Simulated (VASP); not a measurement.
# WS2 in VASP: further runs, part 2 of 2

VASP 6.6.1. The steps go on from the part before.

### Step 3. Single point, LDA

This run uses another cell than the first one, of 34.91 Å³/atom, 1.019 times its volume.

The input, INCAR:

```
SYSTEM = WS2
ALGO = Normal ; EDIFF = 1E-6
ENCUT = 520 ; ISIF = 2
ISMEAR = 0 ; LASPH = .True.
LCHARG = .False. ; LREAL = .False.
LWAVE = .False. ; NBANDS = 35
NELM = 80 ; PREC = Accurate
SIGMA = 0.01
```

The input, KPOINTS:

```
k-points
0
Gamma
  12 12 1
  0 0 0
```

The input, POSCAR:

```
WS2
1.0
    3.1550000000      0.0000000000      0.0000000000
   -1.5775000000      2.7323101489      0.0000000000
    0.0000000000      0.0000000000     24.3000000000
S W
4 2
Direct
    0.3333333333      0.6666666667      0.3086419753
    0.3333333333      0.6666666667      0.4378600823
    0.6666666667      0.3333333333      0.5621399177
    0.6666666667      0.3333333333      0.6913580247
    0.6666666667      0.3333333333      0.3732510288
    0.3333333333      0.6666666667      0.6267489712
```

Potentials or basis: VASP PAW LDA potentials, release 64 (S, W_sv).

Run with:

```sh
$ cat potpaw_LDA.64/S/POTCAR potpaw_LDA.64/W_sv/POTCAR > POTCAR
$ mpirun -np 1 vasp_std > vasp.out
```

OUTCAR:

```text
SYSTEM = WS2
   EDIFF = 1E-6
   ENCUT = 520
   ISIF = 2
   ISMEAR = 0
   LASPH = .True.
   LREAL = .False.
   NELM = 80
   PREC = Accurate

 ion  position               nearest neighbor table
   1  0.333  0.667  0.309-   5 2.40   5 2.40   5 2.40
   2  0.333  0.667  0.438-   5 2.40   5 2.40   5 2.40
   3  0.667  0.333  0.562-   6 2.40   6 2.40   6 2.40
   4  0.667  0.333  0.691-   6 2.40   6 2.40   6 2.40
   5  0.667  0.333  0.373-   1 2.40   2 2.40   1 2.40   2 2.40   1 2.40   2 2.40
   6  0.333  0.667  0.627-   3 2.40   4 2.40   3 2.40   4 2.40   3 2.40   4 2.40

  LATTYP: Found a hexagonal cell.
 ALAT       =     3.1550000000
 C/A-ratio  =     7.7020602219

  Lattice vectors:

 A1 = (   3.1550000000,   0.0000000000,   0.0000000000)
 A2 = (  -1.5775000000,   2.7323101489,   0.0000000000)
 A3 = (   0.0000000000,   0.0000000000,  24.3000000000)

Analysis of symmetry for initial positions (statically):
=====================================================================
 Subroutine PRICEL returns:
 Original cell was already a primitive cell.

 Routine SETGRP: Setting up the symmetry group for a
 hexagonal supercell.

 Subroutine GETGRP returns: Found 12 space group operations
 (whereof 12 operations were pure point group operations)
 out of a pool of 24 trial point group operations.

The static configuration has the point symmetry D_3d.

Analysis of symmetry for dynamics (positions and initial velocities):
=====================================================================
 Subroutine PRICEL returns:
 Original cell was already a primitive cell.

 Routine SETGRP: Setting up the symmetry group for a
 hexagonal supercell.

 Subroutine GETGRP returns: Found 12 space group operations
 (whereof 12 operations were pure point group operations)
 out of a pool of 24 trial point group operations.

The dynamic configuration has the point symmetry D_3d.

[... 122 lines left out ...]
  Fermi-wavevector in a.u.,A,eV,Ry     =   1.028878  1.944298 14.403003  1.058591
  Thomas-Fermi vector in A             =   2.162897
   LORBIT       =      0    0 simple, 1 ext, 2 COOP (PROOUT), +10 PAW based schemes
   GGA     = CA    functional components
   LHFCALC =     F    Hartree Fock is set to
   AEXX    =    0.0000 exact exchange contribution
   IVDW    =     0    specifies the selected vdW correction
   LEPSILON=     F    determine dielectric tensor
   LRPA    =     F    only Hartree local field effects (RPA)
 non-spin polarized calculation
 Gauss-broadening in eV      SIGMA  =   0.01
  energy-cutoff  :      520.00
  volume of cell :      209.48
 maximum number of plane-waves:      5664
 NGX is ok and might be reduce to    24
   NGX = 11   NGY = 11   NGZ = 91

 number of electron      51.9999996 magnetization

 Free energy of the ion-electron system (eV)
  ---------------------------------------------------
  ext. energy  EPLUGINS =         0.00000000
  ---------------------------------------------------
  free energy    TOTEN  =       -52.38812300 eV

  energy without entropy =      -52.38812300  energy(sigma->0) =      -52.38812300

 E-fermi :   1.0479     XC(G=0):  -6.1202

 val. band max:        0.8708434719   @ k =   0.0000   0.0000   0.0000
 cond. band min:       2.2370709094   @ k =   0.1667   0.1667   0.0000
 fundamental gap:      1.3662274375
 Fermi energy:         1.0479240283

 k-point     1 :       0.0000    0.0000    0.0000
  band No.  band energies     occupation
      1     -73.0415      2.00000
      2     -73.0415      2.00000
      3     -37.5716      2.00000
      4     -37.5716      2.00000
      5     -37.3802      2.00000
      6     -37.3802      2.00000
[... 711 lines left out ...]
     34       6.0512      0.00000
     35       7.1977      0.00000

------------------------ aborting loop because EDIFF is reached ----------------------------------------

  FORCE on cell =-STRESS in cart. coord.  units (eV):
  Direction    XX          YY          ZZ          XY          YZ          ZX
  --------------------------------------------------------------------------------------
  -------------------------------------------------------------------------------------
  Total       -2.4870020     -2.4870020     -2.3387771     -0.0000000      0.0000000     -0.0000000
  in kB      -19.0217766    -19.0217766    -17.8880823     -0.0000000      0.0000000     -0.0000000
  external PRESSURE =     -18.6438785 kB  Pullay stress =       0.0000000 kB

 VOLUME and BASIS-vectors are now :
 -----------------------------------------------------------------------------
  energy-cutoff  :      520.00
  volume of cell :      209.48
      direct lattice vectors                 reciprocal lattice vectors
     3.155000000  0.000000000  0.000000000     0.316957211  0.182995331  0.000000000
    -1.577500000  2.732310149  0.000000000     0.000000000  0.365990662  0.000000000
     0.000000000  0.000000000 24.300000000     0.000000000  0.000000000  0.041152263

 POSITION                                       TOTAL-FORCE (eV/Angst)
 -----------------------------------------------------------------------------------
     -0.00000      1.82154      7.50000        -0.000000     -0.000000      0.365963
     -0.00000      1.82154     10.64000        -0.000000      0.000000     -0.298756
      1.57750      0.91077     13.66000         0.000000     -0.000000      0.298756
      1.57750      0.91077     16.80000        -0.000000      0.000000     -0.365963
      1.57750      0.91077      9.07000         0.000000      0.000000     -0.035424
     -0.00000      1.82154     15.23000        -0.000000      0.000000      0.035424
 -----------------------------------------------------------------------------------
    total drift:                               -0.000000     -0.000000     -0.000000

  FREE ENERGIE OF THE ION-ELECTRON SYSTEM (eV)
  ---------------------------------------------------
  free  energy   TOTEN  =       -52.3881229984 eV

  energy  without entropy=      -52.3881229984  energy(sigma->0) =      -52.38812300
```

stdout:

```text
POSCAR found type information on POSCAR S W
 POSCAR found :  2 types and       6 ions
 scaLAPACK will be used
 LDA part: xc-table for (Slater(with rela. corr.)+CA(PZ))
 , standard interpolation
 POSCAR, INCAR and KPOINTS ok, starting setup
 FFT: planning ... GRIDC
 FFT: planning ... GRID_SOFT
 FFT: planning ... GRID
 WAVECAR not read
 entering main loop
```

Wall time 2.2 min (1 thread of AMD EPYC 9R45 (Zen 5), shared host); peak memory 0.28 GiB.

What came out:

```
Free energy            : -52.3881 eV
Largest force          : 0.366 eV/Å
Band gap on the k mesh : 1.37 eV, indirect (least direct gap 1.87 eV)
```

Forces in eV/Å, atoms in the order of the input:
```
S    0.000  0.000  0.366
S    0.000  0.000 -0.299
S    0.000  0.000  0.299
S    0.000  0.000 -0.366
W    0.000  0.000 -0.035
W    0.000  0.000  0.035
```

Caveat: spin-orbit coupling is left out, which moves the levels of the heavy elements. A hybrid or GW would open this gap; LDA tends to underestimate it.
